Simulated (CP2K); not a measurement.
# HfO2 under changes of volume

One of the cells (11.152 Å³/atom); the others are scaled copies at fixed shape and fractional positions:

```xyz
3
Lattice="3.6169 0.0000 0.0000 1.8084 3.1323 0.0000 1.8084 1.0441 2.9531" Properties=species:S:1:pos:R:3 pbc="T T T"
Hf    0.0000    0.0000    0.0000
O     5.4253    3.1323    2.2149
O     1.8084    1.0441    0.7383
```

Measurements of this composition are mostly on another form, of space group No. 14.

* Program: CP2K 2026.2
* Functional: PBEsol
* Potentials or basis: POTENTIAL_UZH Hf GTH-PBE-q12, O GTH-PBE-q6; TZVP-MOLOPT-PBE-GTH basis
* Density cutoff: 8163 eV
* k mesh: 9 × 9 × 9
* Occupations: fermi-dirac, width 0.05 eV
* Spin: no spin polarisation

```tsv
volume (Å³/atom)	energy over the lowest point (meV/atom)	pressure (GPa)	gap on the mesh (eV)
10.483	0.00	0.5	4.06
10.706	3.03	-4.8	3.99
10.929	13.14	-9.6	3.93
11.152	29.58	-13.9	3.87
11.375	51.70	-17.8	3.82
11.598	78.91	-21.2	3.76
11.821	?	?	?
```

Q: What does the run at 11.821 Å³/atom give?

A: Energy over the lowest point 110.11 meV/atom; pressure -24.3 GPa; gap on the mesh 3.70 eV.

Worked out: A Birch-Murnaghan fit of order 3 (a polynomial in V^(-2/3)) to the other rows has its minimum at 10.50 Å³/atom with B0 = V·E''(V) = 264 GPa and B' = 4.2. It gives 110.68 meV/atom at 11.821 Å³/atom, against the run's 110.11, and -dE/dV = -24.3 GPa, against -24.3. A straight line through the other rows of the gap, of slope -2.93 eV per unit of ln V, extrapolates to 3.70 eV, against the run's 3.70.

Energies are extrapolated to zero smearing.

Caveats: the potentials were made for another functional, which shifts forces and pressure; spin-orbit coupling is left out, which moves the levels of the heavy elements; an odd mesh through Γ misses points on the zone boundary, where band edges often lie; the basis of atomic orbitals isn't converged, which shifts pressures, moduli and gaps.
